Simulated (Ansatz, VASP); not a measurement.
**Br in VASP and in Ansatz**

File INCAR:

```
SYSTEM = Br
PREC     = Accurate       ! precision mode
ENCUT    = 600            ! plane-wave cutoff, eV
EDIFF    = 1E-7           ! SCF threshold, eV
ISMEAR   = 0              ! smearing method
SIGMA    = 0.1            ! smearing width, eV
LREAL    = .False.        ! projectors in reciprocal space
LASPH    = .True.         ! aspherical terms in the spheres
NELM     = 100            ! most SCF steps
ALGO     = Normal         ! electronic algorithm
ISIF     = 3              ! what is computed and relaxed
LWAVE    = .False.        ! write WAVECAR
LCHARG   = .False.        ! write CHGCAR
GGA      = PE             ! functional
IBRION   = 2              ! ionic algorithm
NSW      = 100            ! ionic steps
EDIFFG   = -0.01          ! ionic threshold
```

File KPOINTS:

```
regular mesh
0
Gamma
  9 9 18
  0 0 0
```

POSCAR

```
Br
1.0
    7.1385828814      0.0000000000      0.0000000000
   -3.5692914407      6.1821941223      0.0000000000
    0.0000000000      0.0000000000      2.5667321554
Br
3
Direct
    0.0000000000      0.6893361104      0.5000000000
    0.3106638896      0.3106638896      0.5000000000
    0.6893361104      0.0000000000      0.5000000000
```

Input for Ansatz:

```yaml
crystal:
  lattice:
    - [7.1385828814, 0.0, 0.0]
    - [-3.5692914407, 6.1821941223, 0.0]
    - [0.0, 0.0, 2.5667321554]
  atoms:
    - { symbol: Br, position: [0.0, 0.6893361104, 0.5] }
    - { symbol: Br, position: [0.3106638896, 0.3106638896, 0.5] }
    - { symbol: Br, position: [0.6893361104, 0.0, 0.5] }
basis:
  ecutwfc: 420
kpoints:
  mp_grid: { grid: [9, 9, 18] }
hamiltonian:
  xc: pbe
scf:
  occupations: { method: gaussian, width: 0.1 }
output:
  forces: true
  stress: true
  eigenvalues: true
relax:
  adjacent_minimum: "off"
  f_tol: 0.01
  max_steps: 80
  cell: { stress_tol: 0.05 }
```

Alike in both runs: task relaxation of cell and atoms; functional PBE; k mesh 9 × 9 × 18; occupations gaussian, width 0.1 eV; no spin polarisation.

|  | VASP | Ansatz |
| --- | --- | --- |
| version | VASP 6.6.1 | Ansatz 0.2.0 |
| potentials or method | VASP PAW PBE potentials, release 64 (Br) | scalar-relativistic, plane waves, PAW |
| plane-wave cutoff (eV) | 600 | 420 |
| valence electrons in the cell | 21 | 21 |

```tsv
	VASP	Ansatz	Ansatz less VASP
gap on the k mesh at the Fermi level, each at its own relaxed structure (eV)	none	none	-
relaxed volume (Å³/atom)	38.52	43.99	+5.477
relaxed cell length with the largest relative difference (Å)	7.199	7.691	+0.4924
energy change over the relaxation (meV/atom)	0	-2	-1.8
```

A gap of «none» marks a metal or a gap that the smearing closes. One of these differences is far larger than is usual between the two programs; its cause wasn't traced.

Caveats: an odd number of electrons without spin polarisation forces a metal; a magnetic or distorted state may lie lower.
